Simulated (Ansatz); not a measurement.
TaF5 on a (100) slab of TiC (Fm-3m (No. 225)), 4 planes, outer planes TiC (top) and TiC (bottom), 1 a cell of 36.8 Å², relaxed and still whole (its atoms last):

```yaml
crystal:
  lattice:
    - [6.06863, 0.00000, 0.00000]
    - [0.00000, 6.06863, 0.00000]
    - [0.00000, 0.00000, 27.22675]
  atoms:
    - { symbol: Ti, position: [0.25000, 0.25000, 0.29383] }
    - { symbol: Ti, position: [0.25000, 0.75000, 0.29383] }
    - { symbol: Ti, position: [0.75000, 0.25000, 0.29383] }
    - { symbol: Ti, position: [0.75000, 0.75000, 0.29383] }
    - { symbol: C, position: [0.50000, 0.50000, 0.29383] }
    - { symbol: C, position: [0.50000, 0.00000, 0.29383] }
    - { symbol: C, position: [0.00000, 0.50000, 0.29383] }
    - { symbol: C, position: [0.00000, 0.00000, 0.29383] }
    - { symbol: Ti, position: [0.50000, 0.50000, 0.37263] }
    - { symbol: Ti, position: [0.50000, 0.00000, 0.37263] }
    - { symbol: Ti, position: [0.00000, 0.50000, 0.37263] }
    - { symbol: Ti, position: [0.00000, 0.00000, 0.37263] }
    - { symbol: C, position: [0.75000, 0.75000, 0.37263] }
    - { symbol: C, position: [0.75000, 0.25000, 0.37263] }
    - { symbol: C, position: [0.25000, 0.75000, 0.37263] }
    - { symbol: C, position: [0.25000, 0.25000, 0.37263] }
    - { symbol: Ti, position: [0.75003, 0.74999, 0.45068] }
    - { symbol: Ti, position: [0.74999, 0.25001, 0.45071] }
    - { symbol: Ti, position: [0.24997, 0.75001, 0.45068] }
    - { symbol: Ti, position: [0.25001, 0.24999, 0.45071] }
    - { symbol: C, position: [0.00000, 0.99991, 0.45130] }
    - { symbol: C, position: [0.00000, 0.50009, 0.45130] }
    - { symbol: C, position: [0.50000, 0.99985, 0.45128] }
    - { symbol: C, position: [0.50000, 0.50015, 0.45128] }
    - { symbol: Ti, position: [0.99998, 0.00007, 0.52764] }
    - { symbol: Ti, position: [0.00002, 0.49993, 0.52764] }
    - { symbol: Ti, position: [0.50002, 0.00013, 0.52760] }
    - { symbol: Ti, position: [0.49998, 0.49987, 0.52760] }
    - { symbol: C, position: [0.25053, 0.24997, 0.53188] }
    - { symbol: C, position: [0.24982, 0.75005, 0.53239] }
    - { symbol: C, position: [0.74947, 0.25003, 0.53188] }
    - { symbol: C, position: [0.75018, 0.74995, 0.53239] }
    - { symbol: Ta, position: [0.00000, 0.25000, 0.70460] }
    - { symbol: F, position: [0.00000, 0.25000, 0.63630] }
    - { symbol: F, position: [0.85582, 0.47007, 0.73925] }
    - { symbol: F, position: [0.14418, 0.02993, 0.73925] }
    - { symbol: F, position: [0.26027, 0.42175, 0.70315] }
    - { symbol: F, position: [0.73973, 0.07825, 0.70315] }
```

The calculation used DFT PBE+D3(BJ), scalar-relativistic, plane waves, PAW in Ansatz. Cutoff 420 eV; k points 3×3×1 on the computed 38-atom cell (Γ-centred); Gaussian smearing, width 0.10 eV; no spin polarisation. The cell repeats along c with a dipole correction in the vacuum.

It binds with 0.30 eV a molecule against the clean slab and the free molecule (no zero-point or thermal terms); its shortest contact is F–C 3.22 Å. Take first-order desorption with no barrier to adsorption, no reaction on the face and an assumed prefactor of 10^13 s⁻¹.

Task: How long does a molecule stay at 473 K?

Result: τ = ν⁻¹·exp(E/k_BT) with k_BT = 0.0408 eV: E/k_BT = 7.4, so τ ≈ 2×10^-10 s. At about one hit a site a second (10⁻⁶ mbar) the coverage is near τ × 1 s⁻¹, so a layer needs more than atmospheric pressure.

Task: Where does its peak lie in a desorption experiment heated at 5 K/s?

Result: The peak obeys E/(k_B·T_p²) = (ν/β)·exp(−E/k_BT_p). Solving gives T_p ≈ 117 K (E/k_BT_p = 29.7). An error of 0.1 eV in E moves it by about 39 K, and larger molecules have larger prefactors, which lowers it.

Task: Is this physisorption or chemisorption?

Result: The tightest contact, Ta–Ti 5.05 Å, is 1.53 times the sum of covalent radii, and deformation and lateral interaction add up to -0.07 eV; under 0.01 e cross the plane between them. This is physisorption.

Spin polarisation was left out, and a magnetic state may lie lower.